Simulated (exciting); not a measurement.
Wanted: the native input for an exciting (release sodium) run.

| Item | Value |
| --- | --- |
| Task | single point |
| Functional | PBEsol |
| Potentials or basis | all-electron LAPW+lo, shipped species files, valence relativity iora* |
| rgkmax | 7.5 |
| k mesh | 10 × 10 × 10 |
| Occupations | gaussian, width 0.05 eV |
| Spin | no spin polarisation |
| outputlevel | normal |
| gmaxvr (cutoff of density and potential) | 14 1/bohr |
| lmaxapw (and lmaxmat) | 10 |
| lmaxvr | 8 |
| nempty | 8 |
| Valence relativity | iora* |
| epsengy | 1e-05 Ha |
| epspot | 1e-05 Ha |
| maxscl | 60 |
| Muffin-tin radii | Mg 2.0 bohr |

The system is Mg.

```
Mg
1.0
     0.00000    2.24426    2.24426
     2.24426    0.00000    2.24426
     2.24426    2.24426    0.00000
Mg
1
Direct
  0.00000 0.00000 0.00000
```

This isn't the form of Mg at room conditions, which is hcp.

One way to write it, as run:

input.xml

```xml
<input>
  <title>Mg</title>
  <structure speciespath="./" tshift="false">
    <crystal scale="1">
      <basevect>0.000000000000 4.241029193548 4.241029193548</basevect>
      <basevect>4.241029193548 0.000000000000 4.241029193548</basevect>
      <basevect>4.241029193548 4.241029193548 0.000000000000</basevect>
    </crystal>
    <species speciesfile="Mg.xml" rmt="2">
      <atom coord="0.000000000000 0.000000000000 0.000000000000"/>
    </species>
  </structure>
  <groundstate do="fromscratch" ngridk="10 10 10" rgkmax="7.5" gmaxvr="14" lmaxapw="10" lmaxmat="10" lmaxvr="8" xctype="GGA_PBE_SOL" stype="Gaussian" swidth="0.00183747" nempty="8" ValenceRelativity="iora*" epsengy="1e-05" epspot="1e-05" maxscl="60" tforce="true" outputlevel="normal"/>
</input>
```

Potentials or basis: all-electron LAPW+lo, shipped species files, valence relativity iora*.

Launch:

```bash
$ OMP_NUM_THREADS=1 exciting_smp
```

Results of the run:

```json
{
 "Band gap on the k mesh": "none (metal or under the smearing width)",
 "All electrons inside the program's atomic spheres": "Mg 10.30 (radii Mg 2.0 bohr)"
}
```

Run time: 12 s on 1 thread of Intel(R) Xeon(R) 6975P-C (Granite Rapids) (shared host), peak memory 0.1 GiB.
